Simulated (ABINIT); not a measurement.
# InSe: single point with PBEsol

**Measured values to compare with.**

From “The Interaction of Hydrogen with the van der Waals Crystal γ-InSe”, 2020, pmc:7321205, for a bulk crystal of InSe at 300 K: band gap 1.25 eV.

InSe:

```
In Se
1.0
     2.00000    1.15470    8.44000
    -2.00000    1.15470    8.44000
     0.00000   -2.30940    8.44000
In Se
2 2
Direct
  0.88860 0.88860 0.88860
  0.00000 0.00000 0.00000
  0.17190 0.17190 0.17190
  0.38350 0.38350 0.38350
```

```
Program             : ABINIT 10.8.3 (patched build)
Task                : single point
Functional          : PBEsol
Potentials or basis : PseudoDojo NC SR PBEsol v0.4.1 standard
Cutoff              : 1170 eV
k mesh              : 6 × 6 × 6
Occupations         : fermi-dirac, width 0.05 eV
Spin                : no spin polarisation
```

```json
{
 "Pressure": "0.3 GPa",
 "Largest force": "0.303 eV/Å",
 "Band gap on the k mesh": "0.33 eV, direct",
 "Valence electrons inside the program's atomic spheres": "In 9.89; Se 13.22, 13.23"
}
```

Forces in eV/Å, atoms in the order of the input:
```
In   0.000  0.000  0.303
In   0.000  0.000 -0.285
Se   0.000  0.000 -0.101
Se   0.000  0.000  0.083
```

Stress tensor (GPa, compression positive):
```
 0.68  0.00  0.00
 0.00  0.68  0.00
 0.00  0.00 -0.43
```

Levels at points of the mesh, in eV from the valence-band top:
```tsv
k point	band 27	band 28	band 29	band 30	band 31	band 32
(0.00, 0.00, 0.00)	-1.30	-1.21	-1.21	1.63	1.99	4.36
(0.50, 0.00, 0.00)	-2.35	-2.25	-1.68	1.13	1.90	3.56
(0.50, 0.50, 0.00)	-2.51	-2.06	-1.52	1.11	1.91	3.21
(0.50, 0.50, 0.50)	-1.13	-1.13	0.00	0.33	2.06	4.28
```

Run time: 6.9 min on 4 MPI ranks on AMD EPYC 9R45 96-Core Processor (Zen 5), with other jobs on the host, peak memory 1.8 GiB a rank.

Measured gap of InSe: 1.25 eV (300 K; “The Interaction of Hydrogen with the van der Waals Crystal γ-InSe”, 2020, pmc:7321205). This calculation gives 0.33 eV (-0.92 eV). Spin-orbit coupling on In, Se is left out. The value is that of PBEsol on a finite k mesh, which can miss the band edges, without temperature or zero-point motion. Semilocal functionals fall short of measured gaps as a rule.

Caveat: spin-orbit coupling is left out, which moves the levels of the heavy elements.
